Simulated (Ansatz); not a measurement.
## 4 guesses for Cu4O and where they end

Theory: Ansatz, DFT PBE, scalar-relativistic, plane waves, PAW. All cells share a 420 eV cutoff and Γ-centred k meshes spaced at most about 0.3 Å⁻¹ (about 0.25 or finer for metals, 2π included). No spin polarisation in the final relaxations.

Each guess was relaxed in cell and atoms at zero pressure, within the symmetry of its start. All energies are static (0 K, no zero-point motion). Coordination counts Cu atoms around O (those within 1.25 times the shortest such distance or 1.15 times the sum of covalent radii; a plus sign parts nearer from farther groups).

| guess | made from | start group | V start (Å³/atom) | end group | V end (Å³/atom) | coordination at the end | gap on mesh (eV) | E over the lowest end (meV/atom) |
| --- | --- | --- | --- | --- | --- | --- | --- | --- |
| 1 | Ni4N type | Pm-3m | 12.2 | Pm-3m | 12.4 | O 6 | 0 | 0 |
| 2 | H4C type | I-43m | 16.0 | I-43m | 13.0 | O 4+4 | 0 | 183 |
| 3 | random cell | P6/mmm | 27.3 | ? | ? | ? | ? | ? |
| 4 | CrGa4 type | Im-3m | 12.3 | Im-3m | 12.9 | O 8 | 0 | 183 |

Guess 3 as it starts:

Space group P6/mmm (No. 191). a = 4.891 Å, b = 4.891 Å, c = 6.593 Å, α = 90.00°, β = 90.00°, γ = 120.00°
| atom | site | symmetry | x | y | z |
| --- | --- | --- | --- | --- | --- |
| Cu | 1a | 6/mmm | 0.0000 | 0.0000 | 0.0000 |
| Cu | 3f | mmm | 0.5000 | 0.0000 | 0.0000 |
| O | 1b | 6/mmm | 0.0000 | 0.0000 | 0.5000 |

Question: Predict the end of this guess and its energy over the lowest end.

Answer: It ends in space group P6/mmm (No. 191), with a = 4.976 Å, c = 3.563 Å, 15.3 Å³/atom and no gap. It lies 0.31 eV/atom over the lowest end, above guess 4 and so the highest of the set. Counting Cu atoms around O, this end has O 2 and the lowest (guess 1) has O 6.

```
CELL_PARAMETERS angstrom
4.97633 0.00000 0.00000
-2.48817 4.30963 0.00000
0.00000 0.00000 3.56333
ATOMIC_POSITIONS crystal
Cu 0.00000 0.00000 0.00000
Cu 0.50000 0.00000 0.00000
Cu 0.00000 0.50000 0.00000
Cu 0.50000 0.50000 0.00000
O 0.00000 0.00000 0.50000
```

Formation energies are uncorrected and refer to the elements' standard structures at the same level (O₂ as a molecule).

Question: Is the lowest end bound against the elements?

Answer: No: its formation energy is +0.10 eV/atom. The separate elements lie lower, so it is unstable against them.

The k mesh leaves some 4 meV/atom of noise in the energy of each metallic cell. No Hubbard U is applied to the 3d shell of Cu. Cells relaxed within their symmetry can be saddle points. A lower structure may well exist outside this small set. Some structure types and database cells were kept out of the candidates from the start, so a known form may be missing.

The ordering does not simply track how many Cu atoms surround oxygen; it may instead reflect how well each structure preserves copper's metallic bonding, though no bonding analysis was made. The Ni4N-type end keeps an fcc-like Cu framework with oxygen in octahedral holes, whereas the CrGa4-type end puts Cu on a more open simple-cubic network, so its eightfold oxygen coordination probably cannot repay the lost Cu–Cu bonding. Guess 2 ends at the same 183 meV/atom with its oxygen shell split 4+4, which suggests a soft tetrahedral distortion of guess 4 rather than a distinct competitor. In the hexagonal end, close-packed Cu layers sit directly above one another, held apart by linear O bridges that bind only one Cu in four; weak interlayer Cu–Cu bonding plausibly explains its high energy.

The positive formation energy of the best end fits copper's reluctance to take up interstitial oxygen, though PBE's overbinding of O₂ probably exaggerates it. That error cancels in the ranking. Even a slightly negative value would not establish stability, since separation into Cu and Cu₂O is the natural competing route.
